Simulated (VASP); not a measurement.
A VASP 6.6.1 single-point calculation on BaO

INCAR

```
ENCUT = 520
ISPIN = 2
IBRION = -1
SIGMA = 0.01
ISIF = 2
NSW = 0
MAGMOM = 3 -3
GGA = RE
EDIFF = 1E-7
LREAL = .FALSE.
ALGO = Normal
NBANDS = 15
LCHARG = .FALSE.
LWAVE = .FALSE.
PREC = Accurate
ISMEAR = 0
LASPH = .TRUE.
NELM = 70
```

KPOINTS

```
KPOINTS created by Atomic Simulation Environment
0
Gamma
8 8 8
0 0 0
```

POSCAR

```
Ba O
 1.0000000000000000
     0.0000000000000000    2.8828203887999999    2.8828203887999999
     2.8828203887999999    0.0000000000000000    2.8828203887999999
     2.8828203887999999    2.8828203887999999    0.0000000000000000
 Ba  O
   1   1
Cartesian
  0.0000000000000000  0.0000000000000000  0.0000000000000000
  2.8828203887999995  2.8828203887999995  2.8828203887999995
```

The recommended PBE PAW datasets give the neutral cell 16 valence electrons.

Command

```
mpirun -np 1 vasp_std
```

OSZICAR

```
N       E                     dE             d eps       ncg     rms          rms(c)
DAV:   1     0.842426189165E+02    0.84243E+02   -0.75856E+03  1740   0.969E+02
DAV:   2    -0.527944742342E+01   -0.89522E+02   -0.80535E+02  2529   0.197E+02
DAV:   3    -0.939833996675E+01   -0.41189E+01   -0.40972E+01  2147   0.425E+01
DAV:   4    -0.944817112853E+01   -0.49831E-01   -0.49822E-01  2149   0.481E+00
DAV:   5    -0.944916159029E+01   -0.99046E-03   -0.99045E-03  2104   0.576E-01    0.187E+01
DAV:   6    -0.111826343691E+02   -0.17335E+01   -0.84103E+00  1915   0.196E+01    0.502E+00
DAV:   7    -0.111926864897E+02   -0.10052E-01   -0.47299E-01  1958   0.542E+00    0.192E+00
DAV:   8    -0.111816645316E+02    0.11022E-01   -0.84212E-02  2069   0.272E+00    0.104E+00
DAV:   9    -0.111918374554E+02   -0.10173E-01   -0.26868E-02  2006   0.146E+00    0.204E-01
DAV:  10    -0.111941412477E+02   -0.23038E-02   -0.31940E-03  1880   0.440E-01    0.125E-01
DAV:  11    -0.111955211533E+02   -0.13799E-02   -0.16532E-03  1929   0.287E-01    0.804E-02
DAV:  12    -0.111956872141E+02   -0.16606E-03   -0.30177E-04  2066   0.120E-01    0.191E-02
DAV:  13    -0.111957274276E+02   -0.40214E-04   -0.48434E-05  1971   0.490E-02    0.106E-02
DAV:  14    -0.111957403132E+02   -0.12886E-04   -0.26920E-05  1957   0.388E-02    0.505E-03
DAV:  15    -0.111957390510E+02    0.12622E-05   -0.19917E-06  2737   0.109E-02    0.249E-03
DAV:  16    -0.111957390032E+02    0.47825E-07   -0.28104E-07  1975   0.405E-03
   1 F= -.11195739E+02 E0= -.11195739E+02  d E =-.763853E-22  mag=     0.0000
```

It converged. Results: pressure -3.0 GPa; magnetic moment of the cell 0.00 μB.

For comparison, a separate r²SCAN run of the intended cell, on usual settings and not on those above, gives a gap of 2.64 eV on its mesh and a pressure of -5.8 GPa.

The run above took about 35 s on one core of a shared host (Intel Xeon Platinum 8488C) and held 0.2 GiB at most.
